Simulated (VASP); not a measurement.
# Mo (Im-3m) in VASP: elastic constants with r2SCAN

Aim: the elastic constants of Mo with r2SCAN.

Program: VASP 6.6.1. These are calculated values, not measurements. Logs are shortened: lines on timing, memory, paths and dates and some standing lists are left out, and cuts for length are marked.

## 1. The structure

Symmetry: Im-3m, No. 229, cubic system. The conventional cell has a = 3.155 Å, b = 3.155 Å, c = 3.155 Å, α = 90.00°, β = 90.00°, γ = 90.00°. Mo (site symmetry m-3m) is surrounded by 8 Mo at 2.73 Å.

The cell was built by a generator and needn't be a form met in nature.

## 2. Elastic constants, r2SCAN

The input, POSCAR:

```
Mo
1.0
   -1.5775314539      1.5775314539      1.5775314539
    1.5775314539     -1.5775314539      1.5775314539
    1.5775314539      1.5775314539     -1.5775314539
  Mo
     1
Direct
     0.0000000000000000    0.0000000000000000    0.0000000000000000
```

The input, INCAR.step1:

```
SYSTEM = Mo
PREC = Accurate
ENCUT = 600
EDIFF = 1E-8
ISMEAR = 1
SIGMA = 0.2
LREAL = .FALSE.
LASPH = .TRUE.
NELM = 80
ALGO = Normal
ISIF = 3
LWAVE = .FALSE.
LCHARG = .FALSE.
METAGGA = R2SCAN
LMIXTAU = .TRUE.
KPAR = 8
IBRION = 2
NSW = 40
EDIFFG = -0.002
```

The input, INCAR.step2:

```
SYSTEM = Mo
PREC = Accurate
ENCUT = 600
EDIFF = 1E-8
ISMEAR = 1
SIGMA = 0.2
LREAL = .FALSE.
LASPH = .TRUE.
NELM = 80
ALGO = Normal
ISIF = 3
LWAVE = .FALSE.
LCHARG = .FALSE.
METAGGA = R2SCAN
LMIXTAU = .TRUE.
KPAR = 8
IBRION = 6
NFREE = 2
POTIM = 0.015
NSW = 1
```

The input, KPOINTS:

```
regular mesh
0
G
  24 24 24
  0 0 0
```

Potentials or basis: VASP PAW PBE potentials, release 64 (Mo_sv).

The run is started by

```bash
> cat potpaw_PBE.64/Mo_sv/POTCAR > POTCAR
> cp INCAR.step1 INCAR
> mpirun -np 8 vasp_std > vasp.out
> cp CONTCAR POSCAR
> cp INCAR.step2 INCAR
> mpirun -np 8 vasp_std > vasp.out
```

OUTCAR:

```text
SYSTEM = Mo
   PREC = Accurate
   ENCUT = 600
   EDIFF = 1E-8
   ISMEAR = 1
   LREAL = .FALSE.
   LASPH = .TRUE.
   NELM = 80
   ISIF = 3
   METAGGA = R2SCAN
   IBRION = 6
   NFREE = 2
   POTIM = 0.015
   NSW = 1

 ion  position               nearest neighbor table
   1  0.000  0.000  0.000-

  LATTYP: Found a body centered cubic cell.
 ALAT       =     3.1550629078

  Lattice vectors:

 A1 = (  -1.5775314539,   1.5775314539,   1.5775314539)
 A2 = (   1.5775314539,  -1.5775314539,   1.5775314539)
 A3 = (   1.5775314539,   1.5775314539,  -1.5775314539)

Analysis of symmetry for initial positions (statically):
=====================================================================
 Subroutine PRICEL returns:
 Original cell was already a primitive cell.

 Routine SETGRP: Setting up the symmetry group for a
 body centered cubic supercell.

 Subroutine GETGRP returns: Found 48 space group operations
 (whereof 48 operations were pure point group operations)
 out of a pool of 48 trial point group operations.

The static configuration has the point symmetry O_h .

Analysis of symmetry for dynamics (positions and initial velocities):
=====================================================================
 Subroutine PRICEL returns:
 Original cell was already a primitive cell.

 Routine SETGRP: Setting up the symmetry group for a
 body centered cubic supercell.

 Subroutine GETGRP returns: Found 48 space group operations
 (whereof 48 operations were pure point group operations)
 out of a pool of 48 trial point group operations.

The dynamic configuration has the point symmetry O_h .

 Subroutine INISYM returns: Found 48 space group operations
 (whereof 48 operations are pure point group operations),
 and found     1 'primitive' translations

----------------------------------------------------------------------------------------

                                     Primitive cell

  volume of cell :      15.7034

  direct lattice vectors                    reciprocal lattice vectors
    -1.577531454  1.577531454  1.577531454     0.000000000  0.316950891  0.316950891
     1.577531454 -1.577531454  1.577531454     0.316950891  0.000000000  0.316950891
     1.577531454  1.577531454 -1.577531454     0.316950891  0.316950891  0.000000000

  length of vectors
     2.732364629  2.732364629  2.732364629     0.448236249  0.448236249  0.448236249

  position of ions in fractional coordinates (direct lattice)
     0.000000000  0.000000000  0.000000000

  ion indices of the primitive-cell ions
   primitive index   ion index
                 1           1

----------------------------------------------------------------------------------------

 KPOINTS: regular mesh

Automatic generation of k-mesh.
 Grid dimensions read from file:
 generate k-points for:   24   24   24

 Generating k-lattice:

  Cartesian coordinates                     Fractional coordinates (reciprocal lattice)
     0.000000000  0.013206287  0.013206287     0.041666667  0.000000000  0.000000000
     0.013206287  0.000000000  0.013206287     0.000000000  0.041666667  0.000000000
     0.013206287  0.013206287  0.000000000     0.000000000  0.000000000  0.041666667

  Length of vectors
     0.018676510  0.018676510  0.018676510

  Shift w.r.t. Gamma in fractional coordinates (k-lattice)
     0.000000000  0.000000000  0.000000000

 Subroutine IBZKPT returns following result:
 ===========================================

 Found    413 irreducible k-points:

 Following reciprocal coordinates:
            Coordinates               Weight
  0.000000  0.000000  0.000000      1.000000
  0.041667  0.000000  0.000000     12.000000
  0.083333  0.000000  0.000000     12.000000
  0.125000  0.000000  0.000000     12.000000
  0.166667  0.000000  0.000000     12.000000
  0.208333  0.000000  0.000000     12.000000
[... 16 lines left out ...]
  0.416667  0.041667  0.000000     48.000000
  0.458333  0.041667  0.000000     48.000000
[... 34 lines left out ...]
   ISMEAR =     1;   SIGMA  =   0.20  broadening in eV -4-tet -1-fermi 0-gaus
   EFERMI_NEDOS =   21; number of points for ismear=-14 and -15
   IALGO  =     38    algorithm
   IMIX   =      4    mixing-type and parameters
     AMIX     =   0.40;   BMIX     =  1.00
     AMIX_MAG =   1.60;   BMIX_MAG =  1.00
  volume/ion in A,a.u.               =      15.70       105.97
  Fermi-wavevector in a.u.,A,eV,Ry     =   1.575625  2.977499 33.777737  2.482594
  Thomas-Fermi vector in A             =   2.676580
   LORBIT       =      0    0 simple, 1 ext, 2 COOP (PROOUT), +10 PAW based schemes
   METAGGA = R2SCAN    functional components
   LHFCALC =     F    Hartree Fock is set to
   AEXX    =    0.0000 exact exchange contribution
   IVDW    =     0    specifies the selected vdW correction
   LEPSILON=     F    determine dielectric tensor
   LRPA    =     F    only Hartree local field effects (RPA)
 finite differences with symmetry
 non-spin polarized calculation
 Methfessel and Paxton  Order N= 1 SIGMA  =   0.20
  energy-cutoff  :      600.00
  volume of cell :       15.70
 maximum number of plane-waves:       543
 NGX is ok and might be reduce to    24
   NGX = 11   NGY = 11   NGZ = 11

--------------------------------------- Ionic step        1  -------------------------------------------

 number of electron      14.0000002 magnetization

 Free energy of the ion-electron system (eV)
  ---------------------------------------------------
  ext. energy  EPLUGINS =         0.00000000
  ---------------------------------------------------
  free energy    TOTEN  =       -26.07577934 eV

  energy without entropy =      -26.07528223  energy(sigma->0) =      -26.07561364

------------------------ aborting loop because EDIFF is reached ----------------------------------------

  FORCE on cell =-STRESS in cart. coord.  units (eV):
  Direction    XX          YY          ZZ          XY          YZ          ZX
  --------------------------------------------------------------------------------------
  -------------------------------------------------------------------------------------
  Total        0.0004386      0.0004386      0.0004386      0.0000000      0.0000000      0.0000000
  in kB        0.0447526      0.0447526      0.0447526      0.0000000      0.0000000      0.0000000
  external PRESSURE =       0.0447526 kB  Pullay stress =       0.0000000 kB
[... 86 lines left out ...]
  FREE ENERGIE OF THE ION-ELECTRON SYSTEM (eV)
  ---------------------------------------------------
  free  energy   TOTEN  =       -26.0702802488 eV

  energy  without entropy=      -26.0698421266  energy(sigma->0) =      -26.07013421

[... ionic steps 4 to 12 ...]

--------------------------------------- Ionic step       13  -------------------------------------------

 number of electron      14.0000002 magnetization

------------------------ aborting loop because EDIFF is reached ----------------------------------------
[... 65 lines left out ...]
--------------------------------------- Ionic step       15  -------------------------------------------

 number of electron      14.0000001 magnetization

 Free energy of the ion-electron system (eV)
  ---------------------------------------------------
  ext. energy  EPLUGINS =         0.00000000
  ---------------------------------------------------
  free energy    TOTEN  =       -26.07577793 eV

  energy without entropy =      -26.07528082  energy(sigma->0) =      -26.07561223

 E-fermi :  12.5341     XC(G=0): -14.6091

 val. band max:       12.5302683847   @ k =  -0.2083   0.2917   0.0833
 cond. band min:      12.5355215036   @ k =   0.1250   0.0833   0.0000
 fundamental gap:      0.0052531189
 Fermi energy:        12.5340633028

 k-point     1 :       0.0000    0.0000    0.0000
  band No.  band energies     occupation
      1     -50.7526      2.00000
      2     -23.2352      2.00000
      3     -23.2352      2.00000
      4     -23.2352      2.00000
      5       4.8265      2.00000
      6      11.0593      2.00000
      7      11.0593      2.00000
      8      11.0593      2.00000
      9      14.3767     -0.00000
     10      14.3767     -0.00000
     11      27.9649      0.00000
[... 309 lines left out ...]
 k-point    24 :       0.4583    0.0417    0.0000
  band No.  band energies     occupation
      1     -50.4647      2.00000
      2     -24.7061      2.00000
      3     -23.7106      2.00000
      4     -23.2580      2.00000
      5       6.9696      2.00000
      6       8.9369      2.00000
      7      13.6562     -0.00000
      8      14.3380     -0.00000
      9      15.2269     -0.00000
     10      17.4706      0.00000
     11      24.6491      0.00000

 [... further k-points ...]

------------------------ aborting loop because EDIFF is reached ----------------------------------------

  FORCE on cell =-STRESS in cart. coord.  units (eV):
  Direction    XX          YY          ZZ          XY          YZ          ZX
  --------------------------------------------------------------------------------------
  -------------------------------------------------------------------------------------
  Total        0.0004163      0.0004163      0.0004163      0.0000000      0.0000000      0.0000000
  in kB        0.0424726      0.0424726      0.0424726      0.0000000      0.0000000      0.0000000
  external PRESSURE =       0.0424726 kB  Pullay stress =       0.0000000 kB
[... 16 lines left out ...]
  FREE ENERGIE OF THE ION-ELECTRON SYSTEM (eV)
  ---------------------------------------------------
  free  energy   TOTEN  =       -26.0757779309 eV

  energy  without entropy=      -26.0752808172  energy(sigma->0) =      -26.07561223

 INTERNAL STRAIN TENSORS FROM STRAINED CELLS
 ============================================

 INTERNAL STRAIN TENSOR FOR ION    1 for displacements in x,y,z  (eV/Angst):
          X           Y           Z          XY          YZ          ZX
  --------------------------------------------------------------------------------
  x     0.00000    -0.00000    -0.00000    -0.00000     0.00000     0.00000
  y    -0.00000    -0.00000     0.00000     0.00000    -0.00000     0.00000
  z    -0.00000     0.00000    -0.00000    -0.00000    -0.00000    -0.00000

 INTERNAL STRAIN TENSORS FROM DISPLACED ATOMS
 ============================================

 INTERNAL STRAIN TENSOR FOR ION    1 for displacements in x,y,z  (eV/Angst):
          X           Y           Z          XY          YZ          ZX
  --------------------------------------------------------------------------------
  x     0.00000     0.00000     0.00000     0.00000     0.00000     0.00000
  y     0.00000     0.00000     0.00000     0.00000     0.00000     0.00000
  z     0.00000     0.00000     0.00000     0.00000     0.00000     0.00000

 Eigenvectors and eigenvalues of the dynamical matrix
 ----------------------------------------------------

   1 f/i=    0.000000 THz     0.000000 2PiTHz    0.000000 cm-1     0.000000 meV
             X         Y         Z           dx          dy          dz
      0.000000  0.000000  0.000000     0.595847   -0.803098    0.000000

   2 f/i=    0.000000 THz     0.000000 2PiTHz    0.000000 cm-1     0.000000 meV
             X         Y         Z           dx          dy          dz
      0.000000  0.000000  0.000000    -0.803098   -0.595847    0.000000

   3 f/i=    0.000000 THz     0.000000 2PiTHz    0.000000 cm-1     0.000000 meV
             X         Y         Z           dx          dy          dz
      0.000000  0.000000  0.000000     0.000000    0.000000    1.000000

--------------------------------------------------------------------------------------------------------

 ELASTIC MODULI CONTR FROM IONIC RELAXATION (kBar)
 Direction    XX          YY          ZZ          XY          YZ          ZX
 --------------------------------------------------------------------------------
 XX           0.0000      0.0000      0.0000      0.0000      0.0000      0.0000
 YY           0.0000      0.0000      0.0000      0.0000      0.0000      0.0000
 ZZ           0.0000      0.0000      0.0000      0.0000      0.0000      0.0000
 XY           0.0000      0.0000      0.0000      0.0000      0.0000      0.0000
 YZ           0.0000      0.0000      0.0000      0.0000      0.0000      0.0000
 ZX           0.0000      0.0000      0.0000      0.0000      0.0000      0.0000
 --------------------------------------------------------------------------------

 TOTAL ELASTIC MODULI (kBar)
 Direction    XX          YY          ZZ          XY          YZ          ZX
 --------------------------------------------------------------------------------
 XX        4842.2456   1658.4688   1658.4688      0.0000      0.0000     -0.0000
 YY        1658.4688   4842.2456   1658.4688      0.0000      0.0000     -0.0000
 ZZ        1658.4688   1658.4688   4842.2456      0.0000      0.0000      0.0000
 XY           0.0000      0.0000      0.0000    951.6913      0.0000      0.0000
 YZ           0.0000      0.0000      0.0000      0.0000    951.6913      0.0000
 ZX          -0.0000     -0.0000      0.0000      0.0000      0.0000    951.6913
 --------------------------------------------------------------------------------
```

Run time: 20 min. Hardware: 8 MPI ranks of Intel Xeon 6975P-C (Granite Rapids), shared host; peak memory 1.3 GiB.

What came out:

- Elastic constants C11, C12, C44: 484, 166, 95 GPa
- Voigt bulk modulus: 272 GPa

Elastic tensor in Voigt notation (GPa, in the Cartesian axes of the cell as first typed):
```
484 166 166   0   0   0
166 484 166   0   0   0
166 166 484   0   0   0
  0   0   0  95   0   0
  0   0   0   0  95   0
  0   0   0   0   0  95
```

Clamped-ion elastic tensor (GPa):
```
484 166 166   0   0   0
166 484 166   0   0   0
166 166 484   0   0   0
  0   0   0  95   0   0
  0   0   0   0  95   0
  0   0   0   0   0  95
```

Caveat: the PAW data sets were made with another functional, which shifts forces and pressure a little.
